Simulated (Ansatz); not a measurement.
**Se: stiffness from a series of strains**

```yaml
crystal:
  lattice:
    - [4.35517, 0.00000, 0.00000]
    - [-2.17758, 3.77169, 0.00000]
    - [0.00000, 0.00000, 4.94945]
  atoms:
    - { symbol: Se, position: [0.21700, 0.00000, 0.16667] }
    - { symbol: Se, position: [0.00000, 0.21700, 0.83333] }
    - { symbol: Se, position: [0.78300, 0.78300, 0.50000] }
```

Atoms are numbered in the order listed.

The conventional cell has a = 4.355 Å, b = 4.355 Å, c = 4.949 Å, α = 90.00°, β = 90.00°, γ = 120.00°. Se (atom 1) has 2 Se at 2.32 Å as nearest neighbours.

The geometry is COD entry 9008579, unchecked; take it as a test cell.

Method: DFT, PBE, all-electron LAPW, scalar-relativistic (Ansatz 0.2.0).

Sampling and basis: a Γ-centred 8×8×6 k mesh, Fermi–Dirac smearing of 0.03 eV, basis error target 0.5 meV/atom, no spin polarisation.

The strain is applied along the Cartesian axes of the cell as listed (γ is the engineering shear, twice εxy = εyz = εzx). Fractional coordinates are held (clamped ions).

σ is the change of stress from the unstrained cell, which is at 5.52 GPa; tension is positive, so slopes are stress–strain coefficients at that pressure.

Only quantities that a quadratic follows smoothly over the whole series are listed; rougher ones are left out.

```tsv
γ	σxy (GPa)	σyz (GPa)
-0.0300	0.35	-1.71
-0.0100	0.12	-0.56
0.0000	0.00	0.00
0.0100	-0.12	0.55
0.0200	-0.24	1.09
0.0300	-0.37	1.62
```

Task: Fit the series and read off the stiffness at zero strain.

Result: Least-squares fits y = p0 + p1 x + p2 x² to the rows give σxy (GPa): p1 = -12, p2 = -12; σyz (GPa): p1 = 55.5, p2 = -50.

Task: One run, at γ = -0.0200, is withheld. Predict its row.

Result: The fits give 0.24, -1.13; the run gave 0.23, -1.13.
